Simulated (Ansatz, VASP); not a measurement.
# Cross-check of NaHgF3 between VASP and Ansatz, part 2 of 2

One calculation is typed for both programs; each brings its own data sets. How far apart do they land? The cell is generated by rule, not measured, and may not be a known phase. The cell is taken from a series of runs on this material, whose earlier steps may have relaxed, scaled, displaced or heated it; both programs get it as it stands.

VASP 6.6.1 and Ansatz 0.2.0.

So far: Starting point; VASP: relaxation of cell and atoms, PBEsol, pair 1; Ansatz: relaxation of cell and atoms, PBEsol, pair 1.

## (4) Side by side

Known differences besides the potentials themselves: fixed occupations in Ansatz, narrow Gaussian smearing in VASP; the data sets hold 50 valence electrons in Ansatz (on norm-conserving files, of PseudoDojo where its log says so) and 40 in VASP; the cutoff is 1197.3 eV in Ansatz and 600 eV in VASP; Ansatz adds a Pulay correction to the stress that steers its cell, VASP none. Total energies have different zeros and are not compared.

Compared:

```
                                         quantity  Ansatz   VASP  difference
                                      volume (Å³)   89.76  90.35     -0.65 %
edge a after relaxation, in the typed setting (Å)   4.446  4.452     -0.13 %
edge c after relaxation, in the typed setting (Å)   4.541  4.559     -0.40 %
```

## (5) VASP: relaxation of cell and atoms, PBEsol, pair 2

The relaxed volume is the usual yardstick between codes: in a stiff, nearly cubic crystal its relative difference is about their pressure difference at one cell divided by the bulk modulus.

INCAR

```
SYSTEM = NaHgF3
PREC = Accurate
ENCUT = 600
EDIFF = 1E-07
NELM = 120
ISMEAR = 0
SIGMA = 0.01
LREAL = .FALSE.
ALGO = Normal
GGA = PS
NBANDS = 26
LORBIT = 11
LWAVE = .FALSE.
LCHARG = .FALSE.
ISIF = 3
IBRION = 2
NSW = 80
EDIFFG = -0.005
LASPH = .TRUE.
GGA_COMPAT = .FALSE.
NELMIN = 4
EFERMI = MIDGAP
KPAR = 2
```

POSCAR

```
NaHgF3
1.0
    3.1585940000     -3.1864620000      0.0000000000
    3.1585940000      3.1864620000      0.0000000000
    0.0000000000      0.0000000000      4.4860860000
Na Hg F
1 1 3
Direct
    0.0000000000      0.0000000000      0.5000000000
    0.5000000000      0.5000000000      0.0000000000
    0.5000000000      0.5000000000      0.5000000000
    0.5000000000      0.0000000000      0.0000000000
    0.0000000000      0.5000000000      0.0000000000
```

KPOINTS

```
Automatic mesh
0
Gamma
8 8 8
0 0 0
```

PAW data sets: Na_pv, Hg and F (PBE family, release 64).

Run with:

```console
$ mpirun -np 2 vasp_std
```

Numbers of over 12 decimals in the logs are rounded to 6 here.

What it wrote:

```text
[banner, memory and clock lines left out]
running    2 mpi-ranks, on    1 nodes
[...]
[... a notice as in an earlier step ...]

 LDA part: xc-table for (Slater+PW92), standard interpolation
 POSCAR, INCAR and KPOINTS ok, starting setup
[...]
entering main loop
       N       E                     dE             d eps       ncg     rms          rms(c)
DAV:   1     0.441147766641E+03    0.44115E+03   -0.22997E+04  5460   0.178E+03
DAV:   2     0.212455996358E+02   -0.41990E+03   -0.40128E+03  6190   0.454E+02
DAV:   3    -0.180688144788E+02   -0.39314E+02   -0.38796E+02  6082   0.146E+02
DAV:   4    -0.188748500500E+02   -0.80604E+00   -0.80418E+00  6286   0.220E+01
[...]
DAV:  13    -0.164560583032E+02   -0.14313E-05   -0.12640E-05  6494   0.327E-02    0.712E-03
DAV:  14    -0.164560579492E+02    0.35400E-06   -0.19338E-06  6398   0.127E-02    0.350E-03
DAV:  15    -0.164560579894E+02   -0.40205E-07   -0.82155E-08  4014   0.359E-03
   1 F= -.16456058E+02 E0= -.16456058E+02  d E =-.164561E+02
[...]
N       E                     dE             d eps       ncg     rms          rms(c)
DAV:   1    -0.164989628065E+02   -0.42905E-01   -0.83023E-01  5924   0.914E+00    0.158E+00
DAV:   2    -0.164614094042E+02    0.37553E-01   -0.14796E-01  5754   0.287E+00    0.345E-01
DAV:   3    -0.164585130861E+02    0.28963E-02   -0.69009E-03  6036   0.136E+00    0.430E-01
DAV:   4    -0.164580935195E+02    0.41957E-03   -0.10128E-03  5902   0.305E-01    0.340E-01
DAV:   5    -0.164578614900E+02    0.23203E-03   -0.44473E-04  6382   0.178E-01    0.429E-02
DAV:   6    -0.164578114040E+02    0.50086E-04   -0.11828E-04  6978   0.162E-01    0.106E-02
DAV:   7    -0.164578115230E+02   -0.11897E-06   -0.26280E-05  5742   0.473E-02    0.321E-03
DAV:   8    -0.164578114096E+02    0.11336E-06   -0.17297E-06  6336   0.117E-02    0.305E-03
DAV:   9    -0.164578114105E+02   -0.86266E-09   -0.90419E-08  4326   0.339E-03
   2 F= -.16457811E+02 E0= -.16457811E+02  d E =-.175342E-02
 trial-energy change:   -0.001753  1 .order   -0.001765   -0.003418   -0.000113
 step:   1.0349(harm=  1.0341)  dis= 0.00000  next Energy=   -16.457813 (dE=-0.176E-02)
 reached required accuracy - stopping structural energy minimisation
```

From OUTCAR (step 5):

```text
  Total        0.0237442     -0.0041430      0.0134212     -0.0000000      0.0000000      0.0000000
  in kB        0.4171168     -0.0727809      0.2357708     -0.0000000      0.0000000      0.0000000
  external PRESSURE =       0.1933689 kB  Pullay stress =       0.0000000 kB

 POSITION                                       TOTAL-FORCE (eV/Angst)
 -----------------------------------------------------------------------------------
      0.00000     -0.00000      2.25057         0.000000      0.000000      0.000000
      3.16935      0.00000      0.00000        -0.000000      0.000000      0.000000
      3.16935      0.00000      2.25057         0.000000     -0.000000      0.000000
      1.58467     -1.59830      0.00000         0.000000     -0.000000      0.000000
      1.58467      1.59830      0.00000         0.000000     -0.000000      0.000000
 -----------------------------------------------------------------------------------
    total drift:                                0.000000      0.000000     -0.000000

  FREE ENERGIE OF THE ION-ELECTRON SYSTEM (eV)
  ---------------------------------------------------
  free  energy   TOTEN  =       -16.4578114105 eV

  energy  without entropy=      -16.4578114105  energy(sigma->0) =      -16.45781141

[... 1 part as in an earlier step ...]

[... 3 further parts left out ...]
[key lines of the parts left out:]
E-fermi :  -0.7857
```

## (6) Ansatz: relaxation of cell and atoms, PBEsol, pair 2

The same cell, functional, mesh and smearing now go to Ansatz, which takes its cutoff from its data sets.

The cell is taken from a series of runs on this material, whose earlier steps may have relaxed, scaled, displaced or heated it; both programs get it as it stands.

input.yaml

```yaml
crystal:
  lattice:
    - [3.1585942572, -3.1864620418, 0.0]
    - [3.1585942572, 3.1864620418, 0.0]
    - [0.0, 0.0, 4.4860857303]
  atoms:
    - { symbol: Na, position: [0.0, 0.0, 0.5] }
    - { symbol: Hg, position: [0.5, 0.5, 0.0] }
    - { symbol: F, position: [0.5, 0.5, 0.5] }
    - { symbol: F, position: [0.5, 0.0, 0.0] }
    - { symbol: F, position: [0.0, 0.5, 0.0] }
kpoints:
  mp_grid: { grid: [8, 8, 8] }
hamiltonian:
  xc: pbesol
  pseudopotentials: { kind: nc }
scf:
  occupations: { method: gaussian, width: 0.01 }
output:
  forces: true
  stress: true
  eigenvalues: true
relax:
  adjacent_minimum: "off"
  f_tol: 0.005
  max_steps: 80
  cell: { stress_tol: 0.05 }
```

Run with:

```console
$ ansatz run input.yaml --threads 4 --pin off --max-ram 14336MiB --backend cpu --events-out ev --progress --plain --runs-dir out
```

What it wrote:

```text
[...]
Crystal: 5 atoms, lattice volume = 90.303 Å³
Basis set: ecut = 1197.300995 eV, 8445 PW (Γ), exchange–correlation on 108×108×108 points (8 copies of the dense FFT grid, shifted against one another)
Bands: 30, of which v1, the nominal top of the filled ones, is band 25 counted from 1 (24 counted from 0)
Symmetry: 8 space group operations
[...]
k-points: 105 of 512
[...]
--- Relaxed structure (2 steps of the walk, 2 accepted, 1 SCFs on fresh bases) ---
[...]
cell:  # Å, volume = 90.3616 Å³
    - [3.160652, -3.185653, 0.0]
    - [3.160652, 3.185653, 0.0]
    - [0.0, 0.0, 4.487235]
  atoms:
    - { symbol: Na, position: [0.0, 0.0, 0.500000] }
    - { symbol: Hg, position: [0.5, 0.5, 0.0] }
    - { symbol: F, position: [0.5, 0.5, 0.500000] }
    - { symbol: F, position: [0.5, 0.0, 0.0] }
    - { symbol: F, position: [0.0, 0.5, 0.0] }
[key lines of the parts left out:]
SCF converged after 5 iterations
Free energy (F): -7780.375981 eV
Fermi energy:    3.867585 eV
P = ⅓ Tr σ = 0.0024 GPa (0.024 kbar)
```

## (7) Comparison

What differs besides the data sets and the points named for the pairs above, as far as they apply: the data sets hold 50 valence electrons in Ansatz (on norm-conserving files, of PseudoDojo where its log says so) and 40 in VASP. Total energies have different zeros and are not compared.

Compared:

```
                                         quantity  Ansatz   VASP  difference
                                      volume (Å³)   90.36  91.20     -0.92 %
edge a after relaxation, in the typed setting (Å)   4.488  4.501     -0.31 %
```

## (8) Results

| Property | Result |
| --- | --- |
| difference in volume (relaxation of cell and atoms, PBEsol, pair 1) | -0.65 % |
| difference in volume (relaxation of cell and atoms, PBEsol, pair 2) | -0.92 % |

What this shows: The difference in volume is -0.92 % (relaxation of cell and atoms, PBEsol, pair 2), within the 1.2 % picked in this series as the mark of a large difference, as far as the stopping tolerances let one tell. The data sets hold unlike numbers of valence electrons (50 in Ansatz and 40 in VASP), so part of the differences comes from the potentials. Such differences can come from data sets, numerical settings and the points named under the comparisons, not from the functional's error against experiment.

[Lines on the potential files, build, host, timing and source positions are cut from VASP's logs without a mark.]

[Logs are printed without paths, hosts, clocks, repeated set-up lines and the standing remarks that a program may print on its own settings, such as how far it seeks lower states.]

[Hosts, paths, dates, database ids (printed as entryN), source tags and the programs' standing remarks are cut or masked in the printed files.]
